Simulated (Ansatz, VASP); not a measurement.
## Cross-check of SnGe15 (random alloy of the diamond Ge-Sn line, x = 0.0625) between VASP and Ansatz

Aim: how closely do two programs agree when they are given the same cell, functional and k mesh? Of the first pair: The structure shown is the start of the Ansatz relaxation below; VASP solves that cell, so the two are compared at the walk's first step.

Calculated with Ansatz 0.2.0; plane waves, with VASP 6.6.1 beside it; PBE.

### Step 1. The starting structure

The cell holds 64 atoms: 4 Sn and 60 Ge. Its edges and angles: a = 11.632 Å, b = 11.632 Å, c = 11.632 Å, α = 90.0°, β = 90.0°, γ = 90.0°. It derives from Ge (diamond Ge-Sn), repeated 2×2×2. Diamond Ge-Sn: 64 atoms, 4 of 64 Ge sites given to Sn at random, cell and internal coordinates interpolated linearly between the end members (Vegard's rule); (so at first; earlier steps may have moved the atoms), displaced by a Gaussian of 0.02 A. Lattice constants are starting values near those of PBE.

### Step 2. Ansatz: relaxation, PBE

Ansatz runs on its default PAW (the set named soft_2) files.

The two programs are compared at the cell with which this relaxation starts, whose forces are those of its first step.

File input.yaml:

```yaml
crystal:
  lattice:
    - [11.63214, 0.0, 0.0]
    - [0.0, 11.63214, 0.0]
    - [0.0, 0.0, 11.63214]
  atoms:
    - { symbol: Sn, position: [0.00279, 0.99895, 0.99909] }
    - { symbol: Ge, position: [0.12316, 0.12649, 0.12104] }
    - { symbol: Ge, position: [0.003, 0.24869, 0.25055] }
    - { symbol: Ge, position: [0.12457, 0.37751, 0.37146] }
    - { symbol: Ge, position: [0.24945, 0.99934, 0.25195] }
    - { symbol: Ge, position: [0.37311, 0.1247, 0.37349] }
    - { symbol: Ge, position: [0.25007, 0.251, 0.99811] }
    - { symbol: Ge, position: [0.37697, 0.37655, 0.12586] }
    - { symbol: Ge, position: [0.00155, 0.99882, 0.49979] }
    - { symbol: Ge, position: [0.12339, 0.12454, 0.62591] }
    - { symbol: Ge, position: [0.99881, 0.24932, 0.74882] }
    - { symbol: Ge, position: [0.12355, 0.37385, 0.87498] }
    - { symbol: Ge, position: [0.24808, 0.0004, 0.75285] }
    - { symbol: Ge, position: [0.37628, 0.12467, 0.87347] }
    - { symbol: Ge, position: [0.24872, 0.25291, 0.50009] }
    - { symbol: Ge, position: [0.3739, 0.37533, 0.62861] }
    - { symbol: Ge, position: [0.00021, 0.50106, 0.00052] }
    - { symbol: Ge, position: [0.12439, 0.62304, 0.1244] }
    - { symbol: Ge, position: [0.99964, 0.75101, 0.25144] }
    - { symbol: Ge, position: [0.1266, 0.87549, 0.37652] }
    - { symbol: Ge, position: [0.2487, 0.50215, 0.25088] }
    - { symbol: Sn, position: [0.37449, 0.62584, 0.37487] }
    - { symbol: Sn, position: [0.25195, 0.75261, 0.00376] }
    - { symbol: Ge, position: [0.3726, 0.87252, 0.12413] }
    - { symbol: Ge, position: [0.00028, 0.50151, 0.50054] }
    - { symbol: Ge, position: [0.12152, 0.62447, 0.62642] }
    - { symbol: Ge, position: [0.0004, 0.75131, 0.74962] }
    - { symbol: Ge, position: [0.12465, 0.87532, 0.87571] }
    - { symbol: Ge, position: [0.25034, 0.5002, 0.74885] }
    - { symbol: Ge, position: [0.37565, 0.62521, 0.87694] }
    - { symbol: Sn, position: [0.25206, 0.75032, 0.49935] }
    - { symbol: Ge, position: [0.3739, 0.87573, 0.62513] }
    - { symbol: Ge, position: [0.49941, 7.0e-05, 0.99893] }
    - { symbol: Ge, position: [0.6262, 0.12423, 0.12711] }
    - { symbol: Ge, position: [0.50069, 0.25102, 0.24812] }
    - { symbol: Ge, position: [0.62529, 0.37627, 0.37336] }
    - { symbol: Ge, position: [0.74954, 6.0e-05, 0.24764] }
    - { symbol: Ge, position: [0.87554, 0.12645, 0.37352] }
    - { symbol: Ge, position: [0.7506, 0.24774, 0.99993] }
    - { symbol: Ge, position: [0.87222, 0.37693, 0.1257] }
    - { symbol: Ge, position: [0.49996, 0.99867, 0.50219] }
    - { symbol: Ge, position: [0.62838, 0.12181, 0.62713] }
    - { symbol: Ge, position: [0.5028, 0.25058, 0.74794] }
    - { symbol: Ge, position: [0.62648, 0.37469, 0.87396] }
    - { symbol: Ge, position: [0.74789, 0.00095, 0.75136] }
    - { symbol: Ge, position: [0.87393, 0.1259, 0.87303] }
    - { symbol: Ge, position: [0.75138, 0.25008, 0.49968] }
    - { symbol: Ge, position: [0.87483, 0.37649, 0.62629] }
    - { symbol: Ge, position: [0.50091, 0.50024, 0.00013] }
    - { symbol: Ge, position: [0.62606, 0.6254, 0.12617] }
    - { symbol: Ge, position: [0.49947, 0.74581, 0.25179] }
    - { symbol: Ge, position: [0.62876, 0.87576, 0.37483] }
    - { symbol: Ge, position: [0.74977, 0.4998, 0.25003] }
    - { symbol: Ge, position: [0.87307, 0.62411, 0.37329] }
    - { symbol: Ge, position: [0.75043, 0.74949, 0.00085] }
    - { symbol: Ge, position: [0.8747, 0.8767, 0.12537] }
    - { symbol: Ge, position: [0.50377, 0.49674, 0.49889] }
    - { symbol: Ge, position: [0.62655, 0.62935, 0.62457] }
    - { symbol: Ge, position: [0.50008, 0.74961, 0.75229] }
    - { symbol: Ge, position: [0.62451, 0.87617, 0.87445] }
    - { symbol: Ge, position: [0.74781, 0.50054, 0.75087] }
    - { symbol: Ge, position: [0.87722, 0.62481, 0.87394] }
    - { symbol: Ge, position: [0.75097, 0.75041, 0.50048] }
    - { symbol: Ge, position: [0.87487, 0.877, 0.62564] }
kpoints:
  mp_grid: { grid: [1, 1, 1] }
hamiltonian:
  xc: pbe
scf:
  occupations: { method: fermi_dirac, width: 0.025 }
output:
  forces: true
relax:
  f_tol: 0.04
  max_steps: 150
  cell: {}
```

Run with:

```bash
$ ansatz run input.yaml --threads 4 --pin off --max-ram 8192MiB --backend cpu --events-out ev --progress --plain --runs-dir out
```

Numbers of over 12 decimals in the logs are rounded to 6 here.

The program printed:

```text
Engine: ansatz 0.2.0, aarch64-unknown-linux-gnu
Pseudopotentials: kind: paw
Pseudopotential: Sn, paw, valence charge 14, recommended cutoff 420 eV (normal), Sn.paw.azcp
Pseudopotential: Ge, paw, valence charge 14, recommended cutoff 420 eV (normal), Ge.paw.azcp
Functional definition: PBE
  parameter kappa = 0.804
  parameter beta = 0.066725
  exchange = pbe_x(kappa = kappa, mu = beta*pi^2/3)
  correlation = pbe_c(beta = beta)
Crystal: 64 atoms, lattice volume = 1573.906 Å³
Basis set: ecut = 420 eV, 30839 PW (Γ), exchange–correlation on 160×160×160 points (8 copies of the dense FFT grid, shifted against one another)
Bands: 538, of which v1, the nominal top of the filled ones, is band 448 counted from 1 (447 counted from 0)
Symmetry: 1 space group operations
Space group: P1 (ITA 1), of the structure as read, at distance tolerance 1.2e-4 Å
k-points: 1
Non-local potential: Sn, projectors of the file, l = 0: 2, l = 1: 2, l = 2: 2, l = 3: 2
Non-local potential: Ge, projectors of the file, l = 0: 2, l = 1: 2, l = 2: 3, l = 3: 1
PAW form: soft (Blöchl's): semilocal exchange-correlation on the pseudo side does not see the compensation charge
PAW one-centre angular grid: Sn, 590 points (default); XC on 64 Gauss nodes
PAW one-centre angular grid: Ge, 590 points (default); XC on 64 Gauss nodes
Initial density: superposition of atomic densities (neutral atoms: chi_scale 0, normalization atom), corrected by the library's trained network
Initial wavefunctions: pseudopotential atomic-orbital guess
Functional: x = pbe(κ = 0.804, μ = 0.219515), c = pbe(β = 0.066725)
SCF iter   1: F=—  HF=-281785.286819 eV  |F-HF|=—  |Δ(HF+E_count)|=         —  Δρ=3.07e-3  dr2=1.41e-1  ethr=1.77e-3  ⟨swp⟩=6.0  Hψ=1951  notcnv=0
preconditioner: auto → LDOS  [insulator: Δε(μ)=0.078 eV  Ē_g=22.113 eV  σ=0.025 eV  W_gap=0.64  n_scr=436 (ndim 8)  ℏωp=28.0 eV  f_vac=0.095  D(μ)=44.69/eV (n_scr^D=304)  ε∞_Penn≈2.6  β→1.0]
SCF iter   2: F=—  HF=-281785.276322 eV  |F-HF|=—  |Δ(HF+E_count)|=   1.05e-2  Δρ=1.83e-3  dr2=5.06e-2  ethr=1.58e-5  ⟨swp⟩=2.0  Hψ=1084  notcnv=0  defer=73
SCF iter   3: F=—  HF=-281785.248683 eV  |F-HF|=—  |Δ(HF+E_count)|=   2.76e-2  Δρ=5.14e-4  dr2=7.89e-3  ethr=5.65e-6  ⟨swp⟩=2.0  Hψ=930  notcnv=0  defer=73
SCF iter   4: F=—  HF=-281785.245781 eV  |F-HF|=—  |Δ(HF+E_count)|=   2.90e-3  Δρ=1.92e-4  dr2=1.16e-3  ethr=8.81e-7  ⟨swp⟩=2.0  Hψ=913  notcnv=0  defer=73
SCF iter   5: F=—  HF=-281785.245548 eV  |F-HF|=—  |Δ(HF+E_count)|=   2.33e-4  Δρ=7.15e-5  dr2=1.90e-4  ethr=1.29e-7  ⟨swp⟩=2.0  Hψ=916  notcnv=0  defer=73
SCF iter   6: F=—  HF=-281785.245536 eV  |F-HF|=—  |Δ(HF+E_count)|=   1.18e-5  Δρ=2.06e-5  dr2=1.34e-5  ethr=2.12e-8  ⟨swp⟩=2.0  Hψ=915  notcnv=0  defer=73
SCF iter   7: F=—  HF=-281785.247544 eV  |F-HF|=—  |Δ(HF+E_count)|=   2.01e-3  Δρ=7.06e-6  dr2=2.52e-6  ethr=1.50e-9  ⟨swp⟩=2.0  Hψ=916  notcnv=0  defer=73
SCF iter   8: F=—  HF=-281785.247543 eV  |F-HF|=—  |Δ(HF+E_count)|=   2.14e-7  Δρ=2.62e-6  dr2=4.10e-7  ethr=2.82e-10  ⟨swp⟩=2.0  Hψ=914  notcnv=0  defer=73
SCF iter   9: F=—  HF=-281785.247543 eV  |F-HF|=—  |Δ(HF+E_count)|=   3.41e-8  Δρ=1.18e-6  dr2=1.01e-7  ethr=1.12e-11  ⟨swp⟩=4.0  Hψ=1529  notcnv=0
SCF iter  10: F=-281785.247543 eV  HF=-281785.247543 eV  |F-HF|=1.05e-8  |Δ(HF+E_count)|=   1.34e-8  Δρ=4.53e-7  dr2=1.29e-8  ethr=1.12e-11  ⟨swp⟩=4.0  Hψ=1122  notcnv=0
SCF 1 converged in 10 iterations: F = -281785.247543 eV  dr2 = 1.29e-8
  greatest PAW one-centre occupation: 0.998 electrons in one spin orbital (limit 2), on the Ge atom at site 23 (counted from 0), in its partial waves of l = 2
relax step   1: F+E_penalty+E_count = -281785.24754329 eV  Δ(F+E_penalty+E_count) = +0.000e0 eV  max|allowed force component| = 1.733e0 eV/Å  Δτ_max = 0.0000 Å  P = +2.876 GPa  Ω = 1573.906 Å³  (10 SCF iters, dr2 threshold 1.00e-7 eV, accepted)
Crystal: 64 atoms, lattice volume = 1638.963 Å³
Basis set: ecut = 420 eV, 31993 PW (Γ), exchange–correlation on 160×160×160 points (8 copies of the dense FFT grid, shifted against one another)
Initial density: handed on by an earlier stage of this run
Initial wavefunctions: those handed on with the density
iter 1 solved again at ethr=5.25e-5 eV; its pass at ethr=3.10e-3 eV (dr2=4.71e-1 eV) is discarded
SCF iter   1: F=—  HF=-281787.689587 eV  |F-HF|=—  |Δ(HF+E_count)|=         —  Δρ=6.11e-3  dr2=4.72e-1  ethr=5.25e-5  ⟨swp⟩=4.0  Hψ=2457  notcnv=0
preconditioner: auto → LDOS  [insulator: Δε(μ)=0.140 eV  Ē_g=21.945 eV  σ=0.025 eV  W_gap=0.89  n_scr=436 (ndim 8)  ℏωp=27.5 eV  f_vac=0.111  D(μ)=15.20/eV (n_scr^D=56)  ε∞_Penn≈2.6  β→1.0]
SCF iter   2: F=—  HF=-281787.730482 eV  |F-HF|=—  |Δ(HF+E_count)|=   4.09e-2  Δρ=1.95e-3  dr2=1.74e-1  ethr=5.25e-5  ⟨swp⟩=6.0  Hψ=884  notcnv=0
SCF iter   3: F=—  HF=-281787.694858 eV  |F-HF|=—  |Δ(HF+E_count)|=   3.56e-2  Δρ=9.37e-4  dr2=4.03e-2  ethr=1.95e-5  ⟨swp⟩=6.0  Hψ=1306  notcnv=0
[...]
atom  12  Ge     0.00610654     0.00113054    -0.00554120
  atom  13  Ge    -0.01028266    -0.00304415     0.00509448
  atom  14  Ge     0.00791140     0.00258632    -0.00448198
  atom  15  Ge    -0.00678595    -0.00224471     0.00360342
  atom  16  Ge     0.00698281     0.00095202    -0.00532847
  atom  17  Ge    -0.00588083    -0.00268351     0.00240058
  atom  18  Ge     0.00254888     0.00243414    -0.00105565
  atom  19  Ge    -0.00546178    -0.00264838     0.00542739
  atom  20  Ge     0.00813873    -0.00087988    -0.00412836
  atom  21  Ge    -0.00751201    -0.00235477     0.00732521
  atom  22  Sn     0.00019036     0.00280432     0.00295978
  atom  23  Sn    -0.00415119     0.00043820    -0.00078634
  atom  24  Ge     0.00490624     0.00287048    -0.00621490
  atom  25  Ge    -0.00746367    -0.00263617     0.00254230
  atom  26  Ge     0.00647065    -0.00063556    -0.00277896
  atom  27  Ge    -0.00908401     0.00050072     0.00792795
  atom  28  Ge     0.00886266     0.00207352    -0.00467062
  atom  29  Ge    -0.00659976    -0.00138998     0.00699942
  atom  30  Ge     0.00688208     0.00482909    -0.00372094
  atom  31  Sn    -0.00237107    -0.00229364    -0.00301643
  atom  32  Ge     0.00989586    -0.00208641    -0.00703464
  atom  33  Ge    -0.00579899    -0.00200938     0.00412133
  atom  34  Ge     0.00559465     0.00187377    -0.00399518
  atom  35  Ge    -0.00681033    -0.00085681     0.00598804
[...]
atom  57  Ge    -0.01003080     0.00163345     0.00436911
  atom  58  Ge     0.00738419     0.00065046    -0.00278960
  atom  59  Ge    -0.00651413    -0.00240018     0.00500132
  atom  60  Ge     0.00659458     0.00129471    -0.00485435
  atom  61  Ge    -0.00695068    -0.00200875     0.00594410
  atom  62  Ge     0.00682899     0.00280776    -0.00487697
  atom  63  Ge    -0.00669799    -0.00358442     0.00333842
  atom  64  Ge     0.00678461     0.00028083    -0.00580266
  max |Σ_I F_I| component: 1.37e-6 eV/Å
--- Stress (GPa, compression-positive) ---
        0.000217       0.004071       0.014025
        0.004071       0.018528       0.014253
        0.014025       0.014253       0.021786
  P = ⅓ Tr σ = 0.0135 GPa (0.135 kbar)
--- Relaxed structure (12 steps of the walk, 9 accepted, 1 SCFs on fresh bases) ---
  F+E_penalty+E_count = -281787.85627529 eV   max|allowed force component| = 1.028e-2 eV/Å   (the final SCF, on the basis selected at the relaxed cell)
  cell:  # Å, volume = 1635.6454 Å³
    - [11.736005, -0.00821736, -0.003746]
    - [-0.00821736, 11.808767, 0.202992]
    - [-0.003746, 0.202992, 11.805734]
  atoms:
    - { symbol: Sn, position: [0.000894925, 1.001309, 1.000031] }
    - { symbol: Ge, position: [0.129725, 0.132883, 0.130528] }
    - { symbol: Ge, position: [0.00070234, 0.251210, 0.251453] }
    - { symbol: Ge, position: [0.121321, 0.372674, 0.377801] }
    - { symbol: Ge, position: [0.254167, 1.004439, 0.252541] }
    - { symbol: Ge, position: [0.374846, 0.127087, 0.377478] }
    - { symbol: Ge, position: [0.253592, 0.251272, 0.998886] }
    - { symbol: Ge, position: [0.374785, 0.373327, 0.122516] }
    - { symbol: Ge, position: [-0.00108996, 1.003013, 0.500030] }
    - { symbol: Ge, position: [0.122486, 0.126920, 0.623404] }
    - { symbol: Ge, position: [1.001936, 0.252070, 0.747993] }
    - { symbol: Ge, position: [0.122464, 0.374007, 0.876539] }
    - { symbol: Ge, position: [0.253357, 0.00548892, 0.748623] }
    - { symbol: Ge, position: [0.373402, 0.126386, 0.876439] }
    - { symbol: Ge, position: [0.252427, 0.249994, 0.500104] }
    - { symbol: Ge, position: [0.373742, 0.371815, 0.626079] }
    - { symbol: Ge, position: [-0.00136202, 0.498113, -0.00090817] }
    - { symbol: Ge, position: [0.114195, 0.619040, 0.129174] }
    - { symbol: Ge, position: [0.997709, 0.747916, 0.252350] }
    - { symbol: Ge, position: [0.114527, 0.883984, 0.368561] }
    - { symbol: Ge, position: [0.244356, 0.489917, 0.243224] }
    - { symbol: Sn, position: [0.379589, 0.618903, 0.368446] }
    - { symbol: Sn, position: [0.254216, 0.748106, 0.000372525] }
    - { symbol: Ge, position: [0.379528, 0.884036, 0.129422] }
    - { symbol: Ge, position: [-0.000131096, 0.498214, 0.500012] }
    - { symbol: Ge, position: [0.115626, 0.616877, 0.632223] }
    - { symbol: Ge, position: [-0.00328009, 0.748308, 0.748335] }
[...]
- { symbol: Sn, position: [0.245456, 0.756958, 0.506353] }
[...]
- { symbol: Ge, position: [0.510371, 0.491704, 0.506753] }
    - { symbol: Ge, position: [0.626624, 0.624890, 0.625909] }
    - { symbol: Ge, position: [0.506325, 0.749812, 0.750471] }
    - { symbol: Ge, position: [0.624024, 0.875769, 0.876673] }
    - { symbol: Ge, position: [0.753032, 0.499607, 0.751177] }
    - { symbol: Ge, position: [0.871692, 0.624772, 0.876567] }
    - { symbol: Ge, position: [0.752418, 0.749894, 0.499810] }
    - { symbol: Ge, position: [0.871561, 0.875705, 0.623264] }
```

(Part 1 of 2 ends here.)

[Lines on the potential files, build, host, timing and source positions are cut from VASP's logs without a mark.]

[Logs are printed without paths, hosts, clocks, repeated set-up lines and the standing remarks that a program may print on its own settings, such as how far it seeks lower states.]

[Hosts, paths, dates, database ids (printed as entryN), source tags and the programs' standing remarks are cut or masked in the printed files.]
